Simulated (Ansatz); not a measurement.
**HfC**

```yaml
crystal:
  lattice:
    - [3.85298, 0.00000, 0.00000]
    - [-1.92649, 3.33678, 0.00000]
    - [0.00000, 0.00000, 4.63752]
  atoms:
    - { symbol: Hf, position: [0.33333, 0.66667, 0.93956] }
    - { symbol: Hf, position: [0.66667, 0.33333, 0.43956] }
    - { symbol: C, position: [0.33333, 0.66667, 0.43644] }
    - { symbol: C, position: [0.66667, 0.33333, 0.93644] }
```

Atom numbers follow the list: Hf1, Hf2, C3, C4.

The cell was built from the wurtzite type and relaxed in the same program, and has space group P6_3mc; it needn't be a known or the stable phase.

Spin–orbit coupling is left out, though it moves levels of the heavy atoms by tenths of an eV or more.

All numbers are computed: DFT, PBE, all-electron LAPW, scalar-relativistic (Ansatz 0.2.0); DFT, PBE, PAW with Ansatz's default frozen-core files, scalar-relativistic (Ansatz 0.2.0).

For LAPW: a Γ-centred 13×13×7 k mesh, Fermi–Dirac smearing of 0.08 eV, basis error target 1 meV/atom, no spin polarisation. PAW takes a cutoff of 420 eV at this cell. The Ansatz runs share mesh, smearing and spin set-up. Values come from LAPW unless marked.

- Band gap: none: bands cross the Fermi level, a metal
- Density of states at the Fermi level (0.2 eV bin): 0.17 states/eV per cell
- Löwdin charges (with 0.08 e of the cell spilling out of the atomic basis, so their sizes and signs hang on that basis): Hf1 0.85, C3 -0.81 e
- Bader charges (from the PAW run): Hf1 +1.98, C3 -1.98 e
- Volume per atom: 14.91 Å³
- Pressure at this cell: 0.6 kbar
